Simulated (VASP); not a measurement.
# AlP (F-43m) in VASP: single point with LDA

Aim: the single point of AlP with LDA.

Everything below comes from runs of VASP 6.6.1. Logs are shortened: lines on timing, memory, paths and dates and some standing lists are left out, and cuts for length are marked.

**Experimental background.**

From a printed reference work, data compilation, for a bulk crystal of AlP at 4.2 K: band gap 2.505 eV (indirect).

The runs below are set against these values where they give the same quantity.

### Step 1. The cell of the first run

Symmetry: F-43m, No. 216, cubic system. Conventional cell: a = 5.451 Å, b = 5.451 Å, c = 5.451 Å, α = 90.00°, β = 90.00°, γ = 90.00°. Within 3.1 Å of Al (site symmetry -43m) lie 4 P at 2.36 Å. P (site symmetry -43m) has 4 Al at 2.36 Å within 3.1 Å.

### Step 2. Single point, LDA

INCAR reads:

```
ALGO     = Normal         # electronic algorithm
EDIFF    = 1E-6           # SCF threshold, eV
ENCUT    = 500            # plane-wave cutoff, eV
GGA_COMPAT= F            
ISIF     = 2              # what is computed and relaxed
ISMEAR   = 1              # smearing method
LASPH    = T              # aspherical terms in the spheres
LCHARG   = F              # write CHGCAR
LREAL    = F              # projectors in reciprocal space
LWAVE    = F              # write WAVECAR
NBANDS   = 11             # bands
NELM     = 120            # most SCF steps
PREC     = Accurate       # precision mode
SIGMA    = 0.1            # smearing width, eV
```

KPOINTS reads:

```
k-points
0
Gamma
  5 5 5
```

POSCAR reads:

```
AlP
1.0
    0.0000000000      2.7255000000      2.7255000000
    2.7255000000      0.0000000000      2.7255000000
    2.7255000000      2.7255000000      0.0000000000
Al P
1 1
Direct
    0.0000000000      0.0000000000      0.0000000000
    0.2500000000      0.2500000000      0.2500000000
```

Potentials or basis: VASP PAW LDA potentials, release 64 (Al, P).

Command:

```
$ cat potpaw_LDA.64/Al/POTCAR potpaw_LDA.64/P/POTCAR > POTCAR
$ mpirun -np 1 vasp_std > vasp.out
```

OUTCAR:

```text
EDIFF = 1E-6
   ENCUT = 500
   ISIF = 2
   ISMEAR = 1
   LASPH = T
   LREAL = F
   NELM = 120
   PREC = Accurate

 ion  position               nearest neighbor table
   1  0.000  0.000  0.000-   2 2.36   2 2.36   2 2.36   2 2.36
   2  0.250  0.250  0.250-   1 2.36   1 2.36   1 2.36   1 2.36

  LATTYP: Found a face centered cubic cell.
 ALAT       =     5.4510000000

  Lattice vectors:

 A1 = (   0.0000000000,   2.7255000000,   2.7255000000)
 A2 = (   2.7255000000,   0.0000000000,   2.7255000000)
 A3 = (   2.7255000000,   2.7255000000,   0.0000000000)

Analysis of symmetry for initial positions (statically):
=====================================================================
 Subroutine PRICEL returns:
 Original cell was already a primitive cell.

 Routine SETGRP: Setting up the symmetry group for a
 face centered cubic supercell.

 Subroutine GETGRP returns: Found 24 space group operations
 (whereof 24 operations were pure point group operations)
 out of a pool of 48 trial point group operations.

The static configuration has the point symmetry T_d .

Analysis of symmetry for dynamics (positions and initial velocities):
=====================================================================
 Subroutine PRICEL returns:
 Original cell was already a primitive cell.

 Routine SETGRP: Setting up the symmetry group for a
 face centered cubic supercell.

 Subroutine GETGRP returns: Found 24 space group operations
 (whereof 24 operations were pure point group operations)
 out of a pool of 48 trial point group operations.

The dynamic configuration has the point symmetry T_d .

 Subroutine INISYM returns: Found 24 space group operations
 (whereof 24 operations are pure point group operations),
 and found     1 'primitive' translations

----------------------------------------------------------------------------------------

                                     Primitive cell

  volume of cell :      40.4919

  direct lattice vectors                    reciprocal lattice vectors
     0.000000000  2.725500000  2.725500000    -0.183452578  0.183452578  0.183452578
     2.725500000  0.000000000  2.725500000     0.183452578 -0.183452578  0.183452578
     2.725500000  2.725500000  0.000000000     0.183452578  0.183452578 -0.183452578

  length of vectors
     3.854439064  3.854439064  3.854439064     0.317749185  0.317749185  0.317749185

  position of ions in fractional coordinates (direct lattice)
     0.000000000  0.000000000  0.000000000
     0.250000000  0.250000000  0.250000000

  ion indices of the primitive-cell ions
   primitive index   ion index
                 1           1
                 2           2

----------------------------------------------------------------------------------------

 KPOINTS: k-points

Automatic generation of k-mesh.
 Grid dimensions read from file:
 generate k-points for:    5    5    5

 Generating k-lattice:

  Cartesian coordinates                     Fractional coordinates (reciprocal lattice)
    -0.036690516  0.036690516  0.036690516     0.200000000  0.000000000  0.000000000
     0.036690516 -0.036690516  0.036690516     0.000000000  0.200000000  0.000000000
     0.036690516  0.036690516 -0.036690516     0.000000000  0.000000000  0.200000000

  Length of vectors
     0.063549837  0.063549837  0.063549837

  Shift w.r.t. Gamma in fractional coordinates (k-lattice)
     0.000000000  0.000000000  0.000000000

 Subroutine IBZKPT returns following result:
 ===========================================

 Found     10 irreducible k-points:

 Following reciprocal coordinates:
            Coordinates               Weight
  0.000000  0.000000  0.000000      1.000000
  0.200000  0.000000  0.000000      8.000000
  0.400000  0.000000  0.000000      8.000000
  0.200000  0.200000  0.000000      6.000000
  0.400000  0.200000  0.000000     24.000000
 -0.400000  0.200000  0.000000     24.000000
 -0.200000  0.200000  0.000000     12.000000
  0.400000  0.400000  0.000000      6.000000
 -0.400000  0.400000  0.000000     12.000000
 -0.400000  0.400000  0.200000     24.000000
   k-points           NKPTS =     10   k-points in BZ     NKDIM =     10   number of bands    NBANDS=     11
   number of dos      NEDOS =    301   number of ions     NIONS =      2
   total plane-waves  NPLWV =  21952
   dimension x,y,z NGX =    28 NGY =   28 NGZ =   28
   dimension x,y,z NGXF=    56 NGYF=   56 NGZF=   56
   ions per type =               1   1
   NGX,Y,Z   is equivalent  to a cutoff of  12.08, 12.08, 12.08 a.u.
   NGXF,Y,Z  is equivalent  to a cutoff of  24.15, 24.15, 24.15 a.u.
 SYSTEM =  unknown system
   PREC   = accura    normal or accurate (medium, high low for compatibility)
   ISTART =      0    job   : 0-new  1-cont  2-samecut
   ICHARG =      2    charge: 1-file 2-atom 10-const
   ISPIN  =      1    spin polarized calculation?
   LNONCOLLINEAR =      F non collinear calculations
   LSORBIT =      F    spin-orbit coupling
   LASPH  =      T    aspherical Exc in radial PAW
   ENCUT  =  500.0 eV  36.75 Ry    6.06 a.u.   7.03  7.03  7.03*2*pi/ulx,y,z
   NELM   =    120;   NELMIN=  2; NELMDL= -5     # of ELM steps
   EDIFF  = 0.1E-05   stopping-criterion for ELM
   LREAL  =      F    real-space projection
   EDIFFG = 0.1E-04   stopping-criterion for IOM
   NSW    =      0    number of steps for IOM
   IBRION =     -1    ionic relax: 0-MD 1-quasi-New 2-CG
   NFREE  =      0    steps in history (QN), initial steepest desc. (CG)
   ISIF   =      2    stress and relaxation
   ISYM   =      2    0-nonsym 1-usesym 2-fastsym
   POTIM  = 0.5000    time-step for ionic-motion
   TEBEG  =    0.0;   TEEND  =   0.0 temperature during run
   PSTRESS=    0.0 pullay stress
   NELECT =       8.0000    total number of electrons
   NUPDOWN=      -1.0000    fix difference up-down
   EMIN   =  10.00;   EMAX   =-10.00  energy-range for DOS
   EFERMI =   0.00;   METHOD = LEGACY
   ISMEAR =     1;   SIGMA  =   0.10  broadening in eV -4-tet -1-fermi 0-gaus
   EFERMI_NEDOS =   21; number of points for ismear=-14 and -15
   IALGO  =     38    algorithm
   IMIX   =      4    mixing-type and parameters
     AMIX     =   0.40;   BMIX     =  1.00
     AMIX_MAG =   1.60;   BMIX_MAG =  1.00
  volume/ion in A,a.u.               =      20.25       136.63
  Fermi-wavevector in a.u.,A,eV,Ry     =   0.953488  1.801831 12.369596  0.909140
  Thomas-Fermi vector in A             =   2.082148
   LORBIT       =      0    0 simple, 1 ext, 2 COOP (PROOUT), +10 PAW based schemes
   GGA     = CA    functional components
   LHFCALC =     F    Hartree Fock is set to
   AEXX    =    0.0000 exact exchange contribution
   IVDW    =     0    specifies the selected vdW correction
   LEPSILON=     F    determine dielectric tensor
   LRPA    =     F    only Hartree local field effects (RPA)
 non-spin polarized calculation
 Methfessel and Paxton  Order N= 1 SIGMA  =   0.10
  energy-cutoff  :      500.00
  volume of cell :       40.49
 maximum number of plane-waves:      1032
   NGX = 13   NGY = 13   NGZ = 13

 number of electron       8.0000000 magnetization

 Free energy of the ion-electron system (eV)
  ---------------------------------------------------
  ext. energy  EPLUGINS =         0.00000000
  ---------------------------------------------------
  free energy    TOTEN  =       -11.38187080 eV

  energy without entropy =      -11.38200995  energy(sigma->0) =      -11.38191718

 E-fermi :   4.5947     XC(G=0):  -9.4643

 val. band max:        4.5104834020   @ k =   0.0000   0.0000   0.0000
 cond. band min:       6.1801798930   @ k =   0.4000   0.4000   0.0000
 fundamental gap:      1.6696964909
 Fermi energy:         4.5946712902

 k-point     1 :       0.0000    0.0000    0.0000
  band No.  band energies     occupation
      1      -7.0261      2.00000
      2       4.5105      2.00000
      3       4.5105      2.00000
      4       4.5105      2.00000
      5       7.6663      0.00000
      6       8.9792      0.00000
      7       8.9792      0.00000
      8       8.9792      0.00000
      9      13.3201      0.00000
     10      13.3201      0.00000
     11      14.5145      0.00000

 k-point     2 :       0.2000    0.0000    0.0000
  band No.  band energies     occupation
      1      -6.5891      2.00000
      2       2.0696      2.00000
      3       4.1819      2.00000
      4       4.1819      2.00000
      5       7.8941      0.00000
      6       9.5123      0.00000
      7       9.5123      0.00000
      8      10.5638      0.00000
      9      12.6120      0.00000
     10      12.6120      0.00000
     11      14.9371      0.00000

 k-point     3 :       0.4000    0.0000    0.0000
  band No.  band energies     occupation
      1      -5.5722      2.00000
      2      -0.6205      2.00000
      3       3.7930      2.00000
      4       3.7930      2.00000
      5       7.2752      0.00000
      6       9.3289      0.00000
      7       9.3289      0.00000
      8      12.5563      0.00000
      9      14.5632      0.00000
     10      14.5632      0.00000
     11      15.2254      0.00000

 k-point     4 :       0.2000    0.2000    0.0000
  band No.  band energies     occupation
      1      -6.4408      2.00000
      2       2.3024      2.00000
      3       3.5225      2.00000
      4       3.5225      2.00000
      5       7.6774      0.00000
      6       8.9840      0.00000
      7      10.7564      0.00000
      8      10.7564      0.00000
      9      11.6613      0.00000
     10      14.0797      0.00000
     11      16.9911      0.00000

 k-point     5 :       0.4000    0.2000    0.0000
  band No.  band energies     occupation
      1      -5.5765      2.00000
      2       0.1950      2.00000
      3       2.6167      2.00000
      4       3.1117      2.00000
      5       7.4964      0.00000
      6       9.3892      0.00000
      7      10.5517      0.00000
      8      11.1388      0.00000
      9      14.6682      0.00000
     10      15.6564      0.00000
     11      16.6855      0.00000

 k-point     6 :      -0.4000    0.2000    0.0000
  band No.  band energies     occupation
      1      -5.0686      2.00000
      2      -0.7243      2.00000
      3       1.8821      2.00000
      4       3.3470      2.00000
      5       7.7261      0.00000
      6       9.8682      0.00000
      7      10.5283      0.00000
      8      12.4671      0.00000
      9      14.0565      0.00000
     10      14.2287      0.00000
     11      16.9597      0.00000

 k-point     7 :      -0.2000    0.2000    0.0000
  band No.  band energies     occupation
      1      -5.9298      2.00000
      2       0.8163      2.00000
      3       2.3328      2.00000
      4       4.0120      2.00000
      5       8.6358      0.00000
      6       9.7948      0.00000
      7      10.0444      0.00000
      8      10.6306      0.00000
      9      11.6686      0.00000
     10      15.4958      0.00000
     11      16.9907      0.00000

 k-point     8 :       0.4000    0.4000    0.0000
  band No.  band energies     occupation
      1      -5.0277      2.00000
      2      -0.3188      2.00000
      3       2.5147      2.00000
      4       2.5147      2.00000
      5       6.1802     -0.00000
      6       7.0833      0.00000
      7      14.0296      0.00000
      8      14.0296      0.00000
      9      15.2979      0.00000
     10      16.2989      0.00000
     11      18.0139      0.00000

 k-point     9 :      -0.4000    0.4000    0.0000
  band No.  band energies     occupation
      1      -4.6345      2.00000
      2      -0.6621      2.00000
      3       1.2628      2.00000
      4       2.6202      2.00000
      5       6.5919     -0.00000
      6       8.6740      0.00000
      7      13.4712      0.00000
      8      13.7710      0.00000
      9      14.1551      0.00000
     10      14.8233      0.00000
     11      18.9734      0.00000

 k-point    10 :      -0.4000    0.4000    0.2000
  band No.  band energies     occupation
      1      -4.8350      2.00000
      2      -0.3644      2.00000
      3       1.3460      2.00000
      4       2.2835      2.00000
      5       8.3961      0.00000
      6       9.5341      0.00000
      7      10.0917      0.00000
      8      13.0695      0.00000
      9      14.0076      0.00000
     10      15.6470      0.00000
     11      18.5583      0.00000

------------------------ aborting loop because EDIFF is reached ----------------------------------------

  FORCE on cell =-STRESS in cart. coord.  units (eV):
  Direction    XX          YY          ZZ          XY          YZ          ZX
  --------------------------------------------------------------------------------------
  -------------------------------------------------------------------------------------
  Total       -0.1667700     -0.1667700     -0.1667700      0.0000000      0.0000000      0.0000000
  in kB       -6.5987236     -6.5987236     -6.5987236      0.0000000      0.0000000      0.0000000
  external PRESSURE =      -6.5987236 kB  Pullay stress =       0.0000000 kB

 VOLUME and BASIS-vectors are now :
 -----------------------------------------------------------------------------
  energy-cutoff  :      500.00
  volume of cell :       40.49
      direct lattice vectors                 reciprocal lattice vectors
     0.000000000  2.725500000  2.725500000    -0.183452578  0.183452578  0.183452578
     2.725500000  0.000000000  2.725500000     0.183452578 -0.183452578  0.183452578
     2.725500000  2.725500000  0.000000000     0.183452578  0.183452578 -0.183452578

 POSITION                                       TOTAL-FORCE (eV/Angst)
 -----------------------------------------------------------------------------------
      0.00000      0.00000      0.00000         0.000000      0.000000      0.000000
      1.36275      1.36275      1.36275        -0.000000     -0.000000     -0.000000
 -----------------------------------------------------------------------------------
    total drift:                               -0.000000     -0.000000     -0.000000

  FREE ENERGIE OF THE ION-ELECTRON SYSTEM (eV)
  ---------------------------------------------------
  free  energy   TOTEN  =       -11.3818707986 eV

  energy  without entropy=      -11.3820099522  energy(sigma->0) =      -11.38191718
```

Wall time 8.3 s (1 thread of AMD EPYC 7R13, shared host); peak memory 0.1 GiB.

Results:

```
Free energy            : -11.3819 eV
Pressure               : -0.7 GPa
Band gap on the k mesh : 1.67 eV, indirect (least direct gap 3.16 eV)
```

Levels at points of the mesh, in eV from the valence-band top:
```csv
k point,band 1,band 2,band 3,band 4,band 5,band 6,band 7,band 8,band 9
"(0.00, 0.00, 0.00)",-11.54,0.00,0.00,0.00,3.16,4.47,4.47,4.47,8.81
```

### Step 3. How close it comes

Step 2. Against the measured gap of AlP, 2.505 eV (indirect; 4.2 K; a printed reference work, data compilation), the calculated 1.67 eV is off by -0.84 eV. The value is that of LDA on a finite k mesh, which can miss the band edges, without temperature or zero-point motion. Semilocal functionals fall short of measured gaps as a rule.
